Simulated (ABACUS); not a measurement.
Rh: equation of state with M06-L

**Experimental background.**

“Thermal equation of state of rhodium characterized by XRD in a resistively heated diamond anvil cell”, 2024, pmc:11535440 quotes, for a bulk crystal of Rh: bulk modulus 264 ± 1 GPa.

The system is Rh.

```xyz
1
Lattice="0.0000 1.8979 1.8979 1.8979 0.0000 1.8979 1.8979 1.8979 0.0000" Properties=species:S:1:pos:R:3 pbc="T T T"
Rh    0.0000    0.0000    0.0000
```

```json
{
  "Program": "ABACUS 3.10.1",
  "Task": "equation of state",
  "Functional": "M06-L",
  "Potentials or basis": "SG15 ONCV 1.2 PBE",
  "Cutoff": "1401 eV",
  "Density cutoff": "5606 eV",
  "Basis": "plane waves",
  "k mesh": "8 × 8 × 8",
  "Occupations": "fermi-dirac, width 0.05 eV",
  "Spin": "no spin polarisation"
}
```

```yaml
Equilibrium_volume: 13.98 Å³/atom
Bulk_modulus: 266 GPa
Pressure_derivative_of_the_bulk_modulus: "5.2 (rough: it moves with the points fitted)"
```

Energy against volume, from the lowest point:
| volume (Å³/atom) | energy (meV/atom) |
| --- | --- |
| 12.851 | 90.32 |
| 13.398 | 22.05 |
| 13.945 | 0.00 |
| 14.492 | 14.28 |

All runs of the series together: 60 s on 4 threads of Intel(R) Xeon(R) Platinum 8375C CPU @ 2.90GHz (Ice Lake), with other jobs on the host.

Measured bulk modulus of Rh: 264 GPa (quoted in “Thermal equation of state of rhodium characterized by XRD in a resistively heated diamond anvil cell”, 2024, pmc:11535440). This calculation gives 266 GPa (+0.9 %). The fit is for a static lattice scaled at fixed shape and fixed fractional positions.

Caveat: the potentials were made for another functional, which shifts forces and pressure.
